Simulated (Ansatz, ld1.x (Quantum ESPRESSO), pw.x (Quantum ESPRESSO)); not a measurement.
What a changed setting does to a pw.x run (sc Zr)

Potential: norm-conserving Troullier–Martins (Kleinman–Bylander form), ld1.x (Quantum ESPRESSO) 7.5, PBE; core [Kr], reference 4d2 5s1.5 5p0; waves: 5s (bound): rc 2.25 bohr; 5p (bound, empty): rc 3.40 bohr; 4d (bound): rc 2.90 bohr; local part: all-electron potential smoothed inside 3.05 bohr (lloc = -1); core correction: a·sin(br)/r model core inside 2.00 bohr.

The reference run (k-mesh 11³, cutoffs 50/200 Ry, Fermi–Dirac 0.01 Ry, mixing_beta 0.4, conv_thr 1e-9, no spin) gives -1.26 GPa at 25.041 Å³/atom, where all-electron LAPW gives -0.56 GPa. This run, with its own iteration cap, changes k-mesh points per axis to 8.

```
&control
  calculation='scf', prefix='x', pseudo_dir='./', outdir='./tmp', tstress=.true., disk_io='none'
/
&system
  ibrav=0, nat=1, ntyp=1, ecutwfc=50, ecutrho=200, nbnd=9,
  occupations='smearing', smearing='fd', degauss=0.01
/
&electrons
  conv_thr=1e-09, mixing_beta=0.4, electron_maxstep=60
/
ATOMIC_SPECIES
Zr 1.0 Zr.UPF
CELL_PARAMETERS angstrom
  2.92561533 0.00000000 0.00000000
  0.00000000 2.92561533 0.00000000
  0.00000000 0.00000000 2.92561533
ATOMIC_POSITIONS crystal
Zr 0.0000 0.0000 0.0000
K_POINTS automatic
8 8 8 0 0 0
```

```bash
pw.x < Zr.scf.in > Zr.scf.out
```

Problem. How does the run end?

Solution. It converges in 7 iterations; the free energy moves by +4.0 meV/atom and the pressure by +0.57 GPa.

```
Message from routine setup:
     using ibrav=0 with symmetry is DISCOURAGED, use correct ibrav instead
     lattice parameter (alat)  =       5.5286  a.u.
     unit-cell volume          =     168.9850 (a.u.)^3
     number of electrons       =         4.00
     number of Kohn-Sham states=            9
     kinetic-energy cutoff     =      50.0000  Ry
     charge density cutoff     =     200.0000  Ry
     scf convergence threshold =      1.0E-09
     Exchange-correlation= PBE
     number of k points=    35  Fermi-Dirac smearing, width (Ry)=  0.0100
     iteration #  1     ecut=    50.00 Ry     beta= 0.40
     total energy              =      -9.56137319 Ry
     estimated scf accuracy    <       0.03528767 Ry
     iteration #  2     ecut=    50.00 Ry     beta= 0.40
     total energy              =      -9.56110469 Ry
     estimated scf accuracy    <       0.00568254 Ry
     iteration #  3     ecut=    50.00 Ry     beta= 0.40
     total energy              =      -9.56195899 Ry
     estimated scf accuracy    <       0.00035568 Ry
     iteration #  4     ecut=    50.00 Ry     beta= 0.40
     total energy              =      -9.56196917 Ry
     estimated scf accuracy    <       0.00000652 Ry
     iteration #  5     ecut=    50.00 Ry     beta= 0.40
     total energy              =      -9.56197005 Ry
     estimated scf accuracy    <       0.00000065 Ry
     iteration #  6     ecut=    50.00 Ry     beta= 0.40
     total energy              =      -9.56197010 Ry
     estimated scf accuracy    <          6.4E-09 Ry
     iteration #  7     ecut=    50.00 Ry     beta= 0.40
     the Fermi energy is     7.1368 ev
!    total energy              =      -9.56197010 Ry
     estimated scf accuracy    <          2.2E-10 Ry
     smearing contrib. (-TS)   =      -0.00909711 Ry
     The total energy is F=E-TS. E is the sum of the following terms:
     one-electron contribution =       4.80258628 Ry
     hartree contribution      =       0.09053019 Ry
     xc contribution           =      -6.23474904 Ry
     ewald contribution        =      -8.21124042 Ry
     convergence has been achieved in   7 iterations
          total   stress  (Ry/bohr**3)                   (kbar)     P=       -6.93
     Message from routine punch:
     Nothing written, as per user request (disk_io='none')
```

The run took about 2.5 s on one core of a shared host (Neoverse-V1, 32 threads, 247 GiB, load 14).
